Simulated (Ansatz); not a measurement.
Method: Ansatz 0.2.0, DFT PBE, scalar-relativistic, plane waves, PAW. Settings: cutoff 420 eV, Γ-centred meshes spaced at most about 0.3 Å⁻¹, and about 0.25 Å⁻¹ or finer for metals (2π included), Gaussian smearing. No spin polarisation.

Temperature and zero-point effects are left out.

Question: Order these relaxed structures of Ti4C3 by energy, lowest first, with the energy over the lowest of them.
1.

```xyz
14
Lattice="-3.3399 3.3399 3.3399 3.3399 -3.3399 3.3399 3.3399 3.3399 -3.3399" Properties=species:S:1:pos:R:3 pbc="T T T"
Ti    4.6348   -1.2949    1.2949
Ti   -1.2949    1.2949    4.6348
Ti   -0.3751    2.9648    0.3751
Ti    1.2949    4.6348   -1.2949
Ti    2.9648    0.3751   -0.3751
Ti    0.3751   -0.3751    2.9648
Ti    2.0450    2.0450    2.0450
Ti    0.3751    0.3751    0.3751
C     0.8350    0.0000    5.0099
C     0.0000    5.0099    0.8350
C     5.0099    0.8350    0.0000
C     0.0000    1.6700    2.5049
C     1.6700    2.5049    0.0000
C     2.5049    0.0000    1.6700
```

2.

```xyz
7
Lattice="5.5933 -1.5508 0.0000 5.5933 1.5508 0.0000 -2.4243 0.0000 4.6737" Properties=species:S:1:pos:R:3 pbc="T T T"
Ti    0.3577    0.0000    2.1483
Ti    8.4045    0.0000    2.5254
Ti    4.0931    0.0000    0.1180
Ti    4.6692    0.0000    4.5557
C     2.2868    0.0000    1.2444
C     6.4755    0.0000    3.4293
C     0.0000    0.0000    0.0000
```

3.

```xyz
7
Lattice="3.0657 0.0000 0.0000 0.0000 4.3016 0.0000 0.0000 0.0000 6.1474" Properties=species:S:1:pos:R:3 pbc="T T T"
Ti    0.0000    0.0000    0.0000
Ti    1.5328    2.1508    1.4334
Ti    1.5328    2.1508    4.7140
Ti    0.0000    0.0000    3.0737
C     1.5328    0.0000    4.5814
C     1.5328    0.0000    1.5660
C     0.0000    2.1508    0.0000
```

Answer: 3 (0 meV/atom), 2 (29 meV/atom), 1 (130 meV/atom). Forms: cell 3 Pmmm; cell 2 C2/m; cell 1 I-43d. Counting C atoms around Ti (those within 1.25 times the shortest such distance or 1.15 times the sum of covalent radii, 1.27 where that leaves under three; a plus sign parts nearer from farther groups; a slash parts the counts of unlike sites): cell 3 has Ti 4/6; cell 2 has Ti 4/5; cell 1 has Ti 3+3. All come from invented guesses. The lowest form computed isn't among them: it has space group R-3m (No. 166), 11.6 Å³/atom and lies 9 meV/atom below the best shown.

For metals, differences of a few meV/atom aren't resolved. Cells relaxed within their symmetry can be saddle points. Some structure types and database cells were kept out of the candidates from the start, so a known form may be missing.
